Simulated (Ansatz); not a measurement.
# AlP: field gradients as cell or settings change, part 2 of 2

Aim: follow the field gradients at the nuclei of AlP through further changes. The cell is a COD entry. Its positions were relaxed in an earlier run. Planned: ions relaxed at fixed cell; a check of method with width with symmetry with xc_grid; functional r2SCAN at the relaxed positions; a check of chi_scale.

Ansatz 0.2.0; DFT, PBE, plane-wave PAW, default files, scalar-relativistic, frozen cores, as far as a step names no other. Earlier steps stand in the parts before.

### 5 Trying other settings (scf.initial_density.chi_scale = 0.0)

Input file input.yaml:

```yaml
crystal:
  lattice:
    - [0.0, 2.71, 2.71]
    - [2.71, 0.0, 2.71]
    - [2.71, 2.71, 0.0]
  atoms:
    - { symbol: Al, position: [0.0, 0.0, 0.0] }
    - { symbol: P, position: [0.25, 0.25, 0.25] }
kpoints:
  mp_grid: { grid: [14, 14, 14] }
scf:
  occupations: { method: fermi_dirac, width: 0.02 }
  initial_density: { chi_scale: 0.0 }
hamiltonian:
  xc: pbe
  pseudopotentials: { kind: paw, frozen_core: stored }
output:
  forces: true
  stress: true
  populations: true
  efg: { quadrupole_moments_barn: { Al: 0.1466 } }
  write_density: true
  write_potential: true
  elf: true
  volumetric_format: npy
```

On the command line:

```sh
ansatz run input.yaml --threads 1 --pin off --max-ram 3072MiB --backend cpu --events-out ev --progress --plain --runs-dir out
```

The log of the run, shortened:

```text
Warning: RAYON_NUM_THREADS=1 ignored (pool sized by the plan → 1); use --threads N
[...]
Pseudopotentials: kind: paw
Pseudopotential: Al, paw, valence charge 3, recommended cutoff 420 eV (normal), Al.paw.azcp
Pseudopotential: P, paw, valence charge 5, recommended cutoff 420 eV (normal), P.paw.azcp
Functional definition: PBE
[...]
Crystal: 2 atoms, lattice volume = 39.805 Å³
Basis set: ecut = 420 eV, 749 PW (Γ), exchange–correlation on 54×54×54 points (8 copies of the dense FFT grid, shifted against one another)
Bands: 8, of which v1, the nominal top of the filled ones, is band 4 counted from 1 (3 counted from 0)
Symmetry: 24 space group operations
Space group: F-43m (ITA 216), of the structure as read, at distance tolerance 3.4e-5 Å
k-points: 104 of 2744 (time reversal used)
[...]
SCF iter   1: F=—  HF=-1294.775059 eV  |F-HF|=—  |Δ(HF+E_count)|=         —  Δρ=4.87e-2  dr2=1.29e0  ethr=3.10e-3  ⟨swp⟩=6.2  Hψ=7896  notcnv=0
[...]
  atom   1  Al     0.00000000     0.00000000    -0.00000000
  atom   2  P     -0.00000000     0.00000000    -0.00000000
[...]
--- Stress (GPa, compression-positive) ---
        4.399065       0.000000      -0.000000
        0.000000       4.399065       0.000000
       -0.000000       0.000000       4.399065
  P = ⅓ Tr σ = 4.3991 GPa (43.991 kbar)
--- PAW observables at the nuclei: V_zz in 10²¹ V/m², potentials from the cell's mean, atoms counted from 1 ---
  atom   1  Al V_zz =    -0.000000   η = 0.0000   by run symmetry: forbidden   C_q = -0.0000 MHz
            electrostatic potential = -1227.334043 V   contact ρ = none
  atom   2  P  V_zz =    +0.000000   η = 0.0000   by run symmetry: forbidden
            electrostatic potential = -1493.723880 V   contact ρ = none
--- Band table (eV; the first three rows and the last of 104) ---
  k-point 0: bands = ["-6.3690", "5.2586", "5.2586", "5.2586", "8.7559", "9.8532", "9.8532", "9.8532"]
[...]
--- Löwdin populations: 2 sites ---
  site symbol       q [e]
     0     Al      2.5979
     1      P      5.3416
  spilling = 0.007559 (of n_electrons = 8.000000)
```

It took 15 s on 1 thread of Intel Xeon at 2.50GHz (Skylake/Cascade Lake), shared host; peak memory 0.35 GiB.

At the end: gap on the mesh 1.54 eV, largest force 0.000 eV/Å, pressure 4.4 GPa.

Beside the values of step 1 (V_zz in 10²¹ V/m²):

| site | atoms | V_zz, PBE, rigid cores | V_zz, chi_scale 0.0 | η, PBE, rigid cores | η, chi_scale 0.0 |
| --- | --- | --- | --- | --- | --- |
| Al | 1 | 0.00 | 0.00 | – | – |
| P | 2 | 0.00 | 0.00 | – | – |

No site has a gradient above 0.15 × 10²¹ V/m² in either run. The free energy stayed within 0.1 meV/atom.

Axes a, b and c in the maps are those of this run's conventional cell (a, b, c = 5.420, 5.420, 5.420 Å).

Density in a lattice plane of the grid's cell (edges 5.42 and 5.42 Å, at 0.000 of the third edge), which holds Al.

Ten even steps from ' ' (0.02 e/Å³) to '@' (0.23 e/Å³):
```
::::==##%%##++--::..          ..::--++##%%##==::
==++##@@@@%%**==--....      ....--==**%%@@@@##++
####@@@@@@%%##++==--::......::--==++##%%@@@@@@##
####%%%%@@%%%%##++==----::----==++##%%%%@@%%%%##
==++++**##%%%%%%##**++++==++++**##%%%%%%##**++++
::----==++##%%%%@@%%%%######%%%%@@%%%%##++==----
....::--==++##%%@@@@@@######@@@@@@%%##++==--::..
    ....--==**%%@@@@##++==++##@@@@%%**==--....  
      ..::--++##%%##==::::::==##%%##++--::..    
      ....--==**##++--::..::--++##**==--....    
      ..::--++##%%##==::::::==##%%##++--::..    
    ....--==**%%@@@@##++==++##@@@@%%**==--....  
....::--==++##%%@@@@@@######@@@@@@%%##++==--::..
::----==++##%%%%@@%%%%######%%%%@@%%%%##++==----
==++++**##%%%%%%##**++++==++++**##%%%%%%##**++++
####%%%%@@%%%%##++==----::----==++##%%%%@@%%%%##
####@@@@@@%%##++==--::......::--==++##%%@@@@@@##
==++##@@@@%%**==--....      ....--==**%%@@@@##++
::::==##%%##++--::..          ..::--++##%%##==::
..::--++##**==--....          ....--==**##++--::
```
Columns run along the first of these edges and rows up along the second, over one cell in 24 and 20 even steps from the bottom left corner. Atoms in the plane (fractional): Al at (0.00, 0.00), Al at (0.50, 0.50).

ELF in the same plane.

Ten even steps from ' ' (0.01) to '@' (0.73):
```
..    --++++==::..              ..::==++++--    
  ..==##%%%%**==--..          ..--==**%%%%##==..
--==##@@@@@@%%**==--....  ....--==**%%@@@@@@##==
==++##@@@@@@%%##**++--::..::--++**##%%@@@@@@##++
--==++##%%%%%%%%%%##++==--==++##%%%%%%%%%%##++==
..::--++**##%%@@@@@@##++==++##@@@@@@%%##**++--::
  ....--==**%%@@@@@@##==--==##@@@@@@%%**==--....
      ..--==**%%%%##==..  ..==##%%%%**==--..    
        ..::==++++--    ..    --++++==::..      
        ..::--====..  ::....  ..--==--::..      
        ..::==++++--    ..    --++++==::..      
      ..--==**%%%%##==..  ..==##%%%%**==--..    
  ....--==**%%@@@@@@##==--==##@@@@@@%%**==--....
..::--++**##%%@@@@@@##++==++##@@@@@@%%##**++--::
--==++##%%%%%%%%%%##++==--==++##%%%%%%%%%%##++==
==++##@@@@@@%%##**++--::..::--++**##%%@@@@@@##++
--==##@@@@@@%%**==--....  ....--==**%%@@@@@@##==
  ..==##%%%%**==--..          ..--==**%%%%##==..
..    --++++==::..              ..::==++++--    
....  ..--==--::..              ..::--====..  ::
```
Columns run along the first of these edges and rows up along the second, over one cell in 24 and 20 even steps from the bottom left corner. Atoms in the plane (fractional): Al at (0.00, 0.00), Al at (0.50, 0.50).

Both are smooth fields of the valence electrons: close to the nuclei they are not physical.

Maxima of ELF outside the ion cores: 0.94 on the P–Al line, 1.1 Å from P.

### 6 Summary of results

This closing draws on all 2 parts.

```
                                                                                                                                            quantity                                                                value
                                                                                                                                      state (step 1)  gap on the mesh 1.54 eV, largest force 0.000 eV/Å, pressure 4.4 GPa
                                                                                                                    V_zz by site, step 1 (10²¹ V/m²)                                                 all zero by symmetry
step 3 (scf.occupations.method = methfessel_paxton, scf.occupations.width = 0.3, crystal.symmetry = detect: false, basis.xc_grid = 1) against step 1                               no sizeable gradients; coarse settings
                                                                                         step 5 (scf.initial_density.chi_scale = 0.0) against step 1                                                no sizeable gradients
```

In words: All gradients vanish by symmetry in step 1.

These are semilocal Kohn-Sham gaps, which aren't the measured quantity. Such gaps usually fall short of the measured ones.
